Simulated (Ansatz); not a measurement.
Crystal: MnO.

```xyz
2
Lattice="0.0000 2.2239 2.2239 2.2239 0.0000 2.2239 2.2239 2.2239 0.0000" Properties=species:S:1:pos:R:3 pbc="T T T"
Mn    0.0000    0.0000    0.0000
O     2.2239    2.2239    2.2239
```

The cell is a database's computed one.

Alike in all runs: program Ansatz 0.2.0; functional PBE; potentials or basis Ansatz PAW; cutoff 420 eV (not typed: the program's choice for these potentials); k mesh 10 × 10 × 10; occupations fermi-dirac, width 0.05 eV.

Starts and where they ended:

```csv
start,free energy over the lowest (meV/atom),net moment (μB),site or absolute moments (μB),gap
"collinear spin, ferromagnetic start of up to 4 μB",0.0,4.79,Mn +4.06; O +0.24,none (metal or under the smearing width)
"collinear spin, random start of up to 4.2 μB",0.0,-4.79,Mn -4.06; O -0.24,none (metal or under the smearing width)
no spin polarisation,1072.7,-,-,none (metal or under the smearing width)
```

Allowing spin polarisation gains 1073 meV/atom. A still lower state may exist.

Caveats: semilocal functionals often make such compounds metallic where correlation or magnetic order opens a gap, which also shifts bond lengths; a cell with one magnetic atom can't hold antiferromagnetic order, which such compounds often take (some runs); an odd number of electrons without spin polarisation forces a metal (some runs); a magnetic or distorted state may lie lower (some runs).
